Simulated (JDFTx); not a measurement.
The system is KCl (Sylvite).

```xyz
2
Lattice="0.0000 3.1465 3.1465 3.1465 0.0000 3.1465 3.1465 3.1465 0.0000" Properties=species:S:1:pos:R:3 pbc="T T T"
K     0.0000    0.0000    0.0000
Cl    3.1465    3.1465    3.1465
```

Program: JDFTx 1.7.0 (patched build). Alike in all runs: task single point; no spin polarisation; cell as given.

Problem. Order these runs on this cell by their band gap on the k mesh, lowest first.
A. level r2SCAN; potentials or basis SG15-PBE-1.2; k mesh 6 × 6 × 6; cutoff (eV) 1088; smearing fermi-dirac 0.05 eV
B. level BLYP; potentials or basis PseudoDojo-SR-PBE-0.5-standard; k mesh 7 × 7 × 7; cutoff (eV) 1007; smearing fermi-dirac 0.05 eV
C. level GLLB-SC; potentials or basis PseudoDojo-SR-PBE-0.5-standard; k mesh 7 × 7 × 7; cutoff (eV) 1007; smearing fixed; SCF threshold on the residual 1e-05
D. level LDA; potentials or basis PseudoDojo-SR-LDA-0.4.1-standard; k mesh 7 × 7 × 7; cutoff (eV) 980; smearing fermi-dirac 0.05 eV
E. level TASK; potentials or basis SG15-PBE-1.2; k mesh 6 × 6 × 6; cutoff (eV) 1088; smearing fermi-dirac 0.05 eV

Solution. D (4.74 eV), B (5.17 eV), A (5.74 eV), C (6.76 eV), E (8.49 eV).

Caveats: the empty levels aren't tightly converged; an odd mesh through Γ misses points on the zone boundary, where band edges often lie (some runs); the gap lacks the derivative discontinuity (some runs); a model potential gives levels but no total energy (some runs).

A k mesh can miss the band edges, odd and even meshes differently.
